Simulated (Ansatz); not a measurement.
All numbers below come from Ansatz, DFT PBE, scalar-relativistic, plane waves, PAW. Several structures of Te₅Mo were relaxed, and the powder pattern of one of them was computed from 10° to 70° in 2θ (λ = 1.5406 Å; lines under 1 % are left out).

Cu Kα1 powder pattern (kinematic, no thermal factors).
| 2θ (°) | relative intensity |
| --- | --- |
| 10.70 | 61 |
| 15.15 | 14 |
| 21.49 | 25 |
| 24.07 | 59 |
| 28.38 | 29 |
| 30.58 | 9 |
| 32.33 | 2 |
| 32.49 | 20 |
| 34.30 | 26 |
| 37.55 | 100 |
| 39.29 | 2 |
| 42.21 | 26 |
| 43.67 | 4 |
| 43.80 | 26 |
| 45.09 | 3 |
| 46.60 | 14 |
| 49.17 | 17 |
| 49.29 | 2 |
| 53.01 | 14 |
| 54.25 | 2 |
| 55.47 | 6 |
| 55.57 | 5 |
| 58.72 | 7 |
| 59.88 | 1 |
| 60.28 | 11 |
| 63.28 | 2 |
| 63.57 | 2 |
| 63.66 | 6 |
| 64.39 | 7 |
| 64.67 | 5 |
| 67.66 | 2 |
| 67.94 | 30 |
| 68.03 | 3 |
| 68.73 | 4 |
| 69.80 | 6 |

Question: Which structure gives it?
A.

```
Te Mo
1.0
     8.26176    0.00000    0.00000
     0.00000    8.26176    0.00000
     0.00000    0.00000    3.14204
Te Mo
5 1
Direct
  0.28304 0.00000 0.50000
  0.71696 0.00000 0.50000
  0.00000 0.28304 0.50000
  0.00000 0.71696 0.50000
  0.50000 0.50000 0.50000
  0.00000 0.00000 0.00000
```

B.

```
Te Mo
1.0
     3.69274    0.00000    0.00000
    -1.84637    3.19801    0.00000
     0.00000    0.00000   15.35782
Te Mo
5 1
Cartesian
  0.0000 2.1320 13.5980
  0.0000 0.0000 9.8778
  0.0000 2.1320 7.6789
  0.0000 0.0000 5.4800
  0.0000 2.1320 1.7598
  0.0000 0.0000 0.0000
```

C.

```
Te Mo
1.0
     8.34310    0.00000    0.00000
    -4.17155    7.22534    0.00000
     0.00000    0.00000    3.25866
Te Mo
5 1
Direct
  0.00000 0.25886 0.50000
  0.74114 0.74114 0.50000
  0.25886 0.00000 0.50000
  0.66667 0.33333 0.00000
  0.33333 0.66667 0.00000
  0.00000 0.00000 0.00000
```

Answer: A. Its strongest line, at 2θ = 37.55°, has d = λ/(2 sin θ) = 2.394 Å and is the (2 1 1) reflection of the conventional P4/mmm cell with a = 8.262 Å, c = 3.142 Å. The others have their strongest lines at 33.0° (B); 34.9° (C).

The cells needn't be stable.
